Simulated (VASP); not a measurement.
AlRu:

```
Ru Al
1.0
     2.99160    0.00000    0.00000
     0.00000    2.99160    0.00000
     0.00000    0.00000    2.99160
Ru Al
1 1
Direct
  0.50000 0.50000 0.50000
  0.00000 0.00000 0.00000
```

Base run:

```yaml
Program: VASP 6.6.1
Functional: rSCAN
Potentials_or_basis: VASP PAW PBE potentials, release 64 (Ru_pv, Al)
Cutoff: 520 eV
k_mesh: 9 × 9 × 9
Occupations: fermi-dirac, width 0.05 eV
Spin: no spin polarisation
```

Its results: pressure -2.3 GPa.

**Question.** The run is repeated on the same cell with these changes: functional from rSCAN to SCAN. What comes out?

**Answer.** Pressure -5.6 GPa.

Caveats: the PAW data sets were made with another functional, which shifts forces and pressure a little.
